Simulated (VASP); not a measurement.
# Be (Fm-3m) in VASP: notebook, part 2 of 2

VASP 6.6.1. Earlier steps stand in the parts before.

**5. Band structure, TPSS**

Contents of INCAR:

```
PREC = Accurate
ENCUT = 520
EDIFF = 1E-7
ISMEAR = -1
SIGMA = 0.05
LREAL = F
LASPH = T
NELM = 100
ALGO = Normal
ISIF = 2
LWAVE = F
LCHARG = F
METAGGA = TPSS
LMIXTAU = T
```

Contents of KPOINTS:

```
regular mesh
0
Gamma
  14 14 14
```

Contents of POSCAR:

```
Be
1.0
    0.0000000000      1.5790500000      1.5790500000
    1.5790500000      0.0000000000      1.5790500000
    1.5790500000      1.5790500000      0.0000000000
Be
1
Direct
    0.0000000000      0.0000000000      0.0000000000
```

Contents of KPOINTS_OPT:

```
path GXWKGLUWLK,UX
10
line-mode
reciprocal
 0.0000000000  0.0000000000  0.0000000000  G
 0.5000000000  0.0000000000  0.5000000000  X

 0.5000000000  0.0000000000  0.5000000000  X
 0.5000000000  0.2500000000  0.7500000000  W

 0.5000000000  0.2500000000  0.7500000000  W
 0.3750000000  0.3750000000  0.7500000000  K

 0.3750000000  0.3750000000  0.7500000000  K
 0.0000000000  0.0000000000  0.0000000000  G

 0.0000000000  0.0000000000  0.0000000000  G
 0.5000000000  0.5000000000  0.5000000000  L

 0.5000000000  0.5000000000  0.5000000000  L
 0.6250000000  0.2500000000  0.6250000000  U

 0.6250000000  0.2500000000  0.6250000000  U
 0.5000000000  0.2500000000  0.7500000000  W

 0.5000000000  0.2500000000  0.7500000000  W
 0.5000000000  0.5000000000  0.5000000000  L

 0.5000000000  0.5000000000  0.5000000000  L
 0.3750000000  0.3750000000  0.7500000000  K

 0.6250000000  0.2500000000  0.6250000000  U
 0.5000000000  0.0000000000  0.5000000000  X
```

Launch:

```bash
cat potpaw_PBE.64/Be/POTCAR > POTCAR
mpirun -np 1 vasp_std > vasp.out
```

Wall time 22 s (1 thread of AMD EPYC 9R45 (Zen 5), shared host); peak memory 0.09 GiB.

Results (log left out):

```yaml
Free_energy: -4.6901 eV
Pressure: 0.0 GPa
Band_gap_along_the_path: none (metal or under the smearing width)
```

Levels at the corners of the path, in eV from the Fermi level:
| point | band 1 | band 2 | band 3 | band 4 | band 5 |
| --- | --- | --- | --- | --- | --- |
| Γ | -11.94 | 19.74 | 19.74 | 19.74 | 29.12 |
| X | -2.61 | 3.81 | 9.70 | 9.70 | 15.15 |
| X | -2.61 | 3.81 | 9.70 | 9.70 | 15.15 |
| W | 1.03 | 1.03 | 3.17 | 10.27 | 25.65 |
| W | 1.03 | 1.03 | 3.17 | 10.27 | 25.65 |
| K | -0.78 | 0.47 | 6.62 | 11.36 | 20.63 |
| K | -0.78 | 0.47 | 6.62 | 11.36 | 20.63 |
| Γ | -11.94 | 19.74 | 19.74 | 19.74 | 29.12 |
| Γ | -11.94 | 19.74 | 19.74 | 19.74 | 29.12 |
| L | -5.26 | -0.01 | 16.77 | 16.77 | 26.24 |
| L | -5.26 | -0.01 | 16.77 | 16.77 | 26.24 |
| U | -0.78 | 0.47 | 6.62 | 11.36 | 20.63 |
| U | -0.78 | 0.47 | 6.62 | 11.36 | 20.63 |
| W | 1.03 | 1.03 | 3.17 | 10.27 | 25.65 |
| W | 1.03 | 1.03 | 3.17 | 10.27 | 25.65 |
| L | -5.26 | -0.01 | 16.77 | 16.77 | 26.24 |
| L | -5.26 | -0.01 | 16.77 | 16.77 | 26.24 |
| K | -0.78 | 0.47 | 6.62 | 11.36 | 20.63 |
| U | -0.78 | 0.47 | 6.62 | 11.36 | 20.63 |
| X | -2.61 | 3.81 | 9.70 | 9.70 | 15.15 |

Caveat: the PAW data sets were made with another functional, which shifts forces and pressure a little.

**6. Band structure, TB-mBJ**

POSCAR is that of step 5.

Contents of INCAR.step1:

```
PREC = Accurate
ENCUT = 520
EDIFF = 1E-5
ISMEAR = -1
SIGMA = 0.05
LREAL = F
LASPH = T
NELM = 100
ALGO = Normal
ISIF = 2
LWAVE = T
LCHARG = F
GGA = PE
```

Contents of INCAR.step2:

```
PREC = Accurate
ENCUT = 520
EDIFF = 1E-7
ISMEAR = -1
SIGMA = 0.05
LREAL = F
LASPH = T
NELM = 100
ALGO = Normal
ISIF = 2
LWAVE = F
LCHARG = F
METAGGA = MBJ
ISTART = 1
```

KPOINTS is that of step 5.

KPOINTS_OPT is that of step 5.

Potentials or basis: VASP PAW PBE potentials, release 64 (Be).

Launch:

```bash
cat potpaw_PBE.64/Be/POTCAR > POTCAR
cp INCAR.step1 INCAR
mpirun -np 1 vasp_std > vasp.out
cp INCAR.step2 INCAR
mpirun -np 1 vasp_std > vasp.out
```

OUTCAR:

```text
PREC = Accurate
   ENCUT = 520
   EDIFF = 1E-7
   ISMEAR = -1
   LREAL = F
   LASPH = T
   NELM = 100
   ISIF = 2
   METAGGA = MBJ
   ISTART = 1

 ion  position               nearest neighbor table
   1  0.000  0.000  0.000-

  LATTYP: Found a face centered cubic cell.
 ALAT       =     3.1581000000

  Lattice vectors:

 A1 = (   0.0000000000,   1.5790500000,   1.5790500000)
[... 371 lines left out ...]
      3      21.7931      0.00000
      4      25.4027      0.00000
      5      30.0824      0.00000

 [... further k-points ...]

------------------------ aborting loop because EDIFF is reached ----------------------------------------

  FORCE on cell =-STRESS in cart. coord.  units (eV):
  Direction    XX          YY          ZZ          XY          YZ          ZX
  --------------------------------------------------------------------------------------
  -------------------------------------------------------------------------------------
  Total       -0.2321736     -0.2321736     -0.2321736      0.0000000      0.0000000      0.0000000
  in kB      -47.2395622    -47.2395622    -47.2395622      0.0000000      0.0000000      0.0000000
  external PRESSURE =     -47.2395622 kB  Pullay stress =       0.0000000 kB

 VOLUME and BASIS-vectors are now :
 -----------------------------------------------------------------------------
  energy-cutoff  :      520.00
  volume of cell :        7.87
      direct lattice vectors                 reciprocal lattice vectors
     0.000000000  1.579050000  1.579050000    -0.316646085  0.316646085  0.316646085
     1.579050000  0.000000000  1.579050000     0.316646085 -0.316646085  0.316646085
     1.579050000  1.579050000  0.000000000     0.316646085  0.316646085 -0.316646085

 POSITION                                       TOTAL-FORCE (eV/Angst)
 -----------------------------------------------------------------------------------
      0.00000      0.00000      0.00000        -0.000000     -0.000000     -0.000000
 -----------------------------------------------------------------------------------
    total drift:                               -0.000000      0.000000     -0.000000

  FREE ENERGIE OF THE ION-ELECTRON SYSTEM (eV)
  ---------------------------------------------------
  free  energy   TOTEN  =         0.9557794629 eV

  energy  without entropy=        0.9566077456  energy(sigma->0) =        0.95619360
```

OUTCAR.step1:

```text
PREC = Accurate
   ENCUT = 520
   EDIFF = 1E-5
   ISMEAR = -1
   LREAL = F
[... 409 lines left out ...]

 POSITION                                       TOTAL-FORCE (eV/Angst)
 -----------------------------------------------------------------------------------
      0.00000      0.00000      0.00000         0.000000     -0.000000     -0.000000
 -----------------------------------------------------------------------------------
    total drift:                                0.000000     -0.000000     -0.000000

  FREE ENERGIE OF THE ION-ELECTRON SYSTEM (eV)
  ---------------------------------------------------
  free  energy   TOTEN  =        -3.6820495187 eV

  energy  without entropy=       -3.6810310448  energy(sigma->0) =       -3.68154028
```

Wall time 7.1 s (1 thread of AMD EPYC 9R45 (Zen 5), shared host); peak memory 0.09 GiB.

What came out:

```yaml
Band_gap_along_the_path: none (metal or under the smearing width)
```

Levels at the corners of the path, in eV from the Fermi level:
| point | band 1 | band 2 | band 3 | band 4 | band 5 |
| --- | --- | --- | --- | --- | --- |
| Γ | -11.92 | 19.58 | 19.58 | 19.58 | 29.82 |
| X | -2.66 | 3.89 | 9.67 | 9.67 | 15.43 |
| X | -2.66 | 3.89 | 9.67 | 9.67 | 15.43 |
| W | 1.02 | 1.02 | 3.15 | 10.43 | 25.47 |
| W | 1.02 | 1.02 | 3.15 | 10.43 | 25.47 |
| K | -0.81 | 0.45 | 6.74 | 11.34 | 20.80 |
| K | -0.81 | 0.45 | 6.74 | 11.34 | 20.80 |
| Γ | -11.92 | 19.58 | 19.58 | 19.58 | 29.82 |
| Γ | -11.92 | 19.58 | 19.58 | 19.58 | 29.82 |
| L | -5.34 | 0.11 | 16.68 | 16.68 | 26.77 |
| L | -5.34 | 0.11 | 16.68 | 16.68 | 26.77 |
| U | -0.81 | 0.45 | 6.74 | 11.34 | 20.80 |
| U | -0.81 | 0.45 | 6.74 | 11.34 | 20.80 |
| W | 1.02 | 1.02 | 3.15 | 10.43 | 25.47 |
| W | 1.02 | 1.02 | 3.15 | 10.43 | 25.47 |
| L | -5.34 | 0.11 | 16.68 | 16.68 | 26.77 |
| L | -5.34 | 0.11 | 16.68 | 16.68 | 26.77 |
| K | -0.81 | 0.45 | 6.74 | 11.34 | 20.80 |
| U | -0.81 | 0.45 | 6.74 | 11.34 | 20.80 |
| X | -2.66 | 3.89 | 9.67 | 9.67 | 15.43 |

Caveat: the PAW data sets were made with another functional, which shifts forces and pressure a little.

**7. The reference run**

An earlier run on the cell as given: functional PBE; potentials or basis VASP PAW PBE potentials, release 64 (Be); cutoff 520 eV; k mesh 14 × 14 × 14; occupations fermi-dirac, width 0.05 eV; no spin polarisation.

- Pressure: 0.0 GPa
- Band gap on the k mesh: none (metal or under the smearing width)

**8. Overview**

```tsv
task	level	pressure (GPa)
band structure	PW91	-0.2
band structure	r2SCAN	0.1
band structure	SCAN	0.6
band structure	TPSS	0.0
band structure	TB-mBJ	-
single point	PBE	0.0
```

Alike in all rows: potentials or basis VASP PAW PBE potentials, release 64 (Be); no spin polarisation; cell as given; k mesh 14 × 14 × 14; cutoff (eV) 520; smearing fermi-dirac 0.05 eV.

The pressure there spans -0.2 GPa (PW91) to 0.6 GPa (SCAN); a positive pressure means that this level wants a larger cell, a negative one a smaller.

Caveats: the PAW data sets were made with another functional, which shifts forces and pressure a little (some runs).

Absolute energies hang on the potentials; compare differences alone.
